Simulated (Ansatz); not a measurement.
# CsI (CsCl type): a single-point run

The task is a single-point run on CsI (CsCl type). The structure is shown as the input types it.

Method: DFT PBE, scalar-relativistic, plane waves, PAW, in Ansatz 0.2.0.

1 further run of the same task is left out (it didn't finish).

**1. The system as given**

The structure is cubic, space group Pm-3m (No. 221). The conventional cell has a = 4.665 Å, b = 4.665 Å, c = 4.665 Å, α = 90.00°, β = 90.00°, γ = 90.00°. Around Cs (site symmetry m-3m) lie 8 I at 4.04 Å. I (site symmetry m-3m) is surrounded by 8 Cs at 4.04 Å.

Coordinates:

```cif
data_structure
_symmetry_space_group_name_H-M 'Pm-3m'
_symmetry_Int_Tables_number 221
_cell_length_a 4.6655
_cell_length_b 4.6655
_cell_length_c 4.6655
_cell_angle_alpha 90.000
_cell_angle_beta 90.000
_cell_angle_gamma 90.000
_cell_volume 101.55
loop_
_atom_site_label
_atom_site_type_symbol
_atom_site_symmetry_multiplicity
_atom_site_Wyckoff_symbol
_atom_site_fract_x
_atom_site_fract_y
_atom_site_fract_z
_atom_site_occupancy
Cs1 Cs 1 a 0.00000 0.00000 0.00000 1
I1 I 1 b 0.50000 0.50000 0.50000 1
```

**2. The calculation**

input.yaml reads:

```yaml
crystal:
  lattice:
    - [4.6654673611, 0.0, 0.0]
    - [0.0, 4.6654673611, 0.0]
    - [0.0, 0.0, 4.6654673611]
  atoms:
    - { symbol: Cs, position: [0.0, 0.0, 0.0] }
    - { symbol: I, position: [0.5, 0.5, 0.5] }
basis:
  ecutwfc: 420
  ecutrho_ratio: 4
kpoints:
  mp_grid: { grid: [8, 8, 8] }
hamiltonian:
  xc: pbe
scf:
  occupations: { method: gaussian, width: 0.05 }
  mixing: { algorithm: anderson, beta: 1.0, ndim: 1, preconditioner: none }
  max_iter: 60
output:
  forces: true
  stress: true
```

The run is started by

```
> ansatz run input.yaml --threads 2 --pin off --max-ram 2662MiB --backend cpu --events-out ev --progress --plain --runs-dir out
```

Q: Will this input give a usable result? If not, why, and what should change?

The run converged and reported no error. That alone doesn't make the input a sound one.

In the input, scf.mixing.algorithm is anderson; scf.mixing.beta is 1.0; scf.mixing.ndim is 1; scf.mixing.preconditioner is none. The risk: mixing too aggressive. Here it converged all the same; such a setting changes the road, not the converged state. Several mixing settings were changed at once, so this run can't tell how much each is to blame.

Run again and compare: delete scf.mixing.algorithm, scf.mixing.beta, scf.mixing.ndim and scf.mixing.preconditioner (the default then holds).
